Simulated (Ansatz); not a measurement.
System: cubic perovskite CsPbI3 (cubic high-temperature phase). Method: PBEsol in Ansatz (PAW).

Numerical settings: plane-wave cutoff 520 eV, 6×6×6 k mesh, Fermi–Dirac smearing 0.01 eV, scalar-relativistic PAW data made under PBE.

The cell is scaled about its equilibrium volume:

```json
[
 {"V (Å³/atom)": "45.845", "P (GPa)": "1.24", "direct gap at Γ (eV)": "4.286", "smallest gap on the k mesh (eV)": "0.966"},
 {"V (Å³/atom)": "46.821", "P (GPa)": "0.78", "direct gap at Γ (eV)": "4.260", "smallest gap on the k mesh (eV)": "1.047"},
 {"V (Å³/atom)": "47.796", "P (GPa)": "0.37", "direct gap at Γ (eV)": "4.236", "smallest gap on the k mesh (eV)": "1.123"},
 {"V (Å³/atom)": "48.771", "P (GPa)": "0.00", "direct gap at Γ (eV)": "4.213", "smallest gap on the k mesh (eV)": "1.194"},
 {"V (Å³/atom)": "49.747", "P (GPa)": "-0.33", "direct gap at Γ (eV)": "4.192", "smallest gap on the k mesh (eV)": "1.260"},
 {"V (Å³/atom)": "50.722", "P (GPa)": "-0.62", "direct gap at Γ (eV)": "4.172", "smallest gap on the k mesh (eV)": "1.321"},
 {"V (Å³/atom)": "51.698", "P (GPa)": "-0.88", "direct gap at Γ (eV)": "4.153", "smallest gap on the k mesh (eV)": "1.378"}
]
```

The fundamental gap (1.19 eV at the equilibrium volume, with added k points) lies elsewhere than Γ–Γ.

Note: the relaxation could not lower the start's symmetry, so the cell can be a saddle point above a distorted one.

Spin–orbit coupling is not included; with these elements it can move the gap by several tenths of an eV or more.

Ansatz is an electronic-structure program.
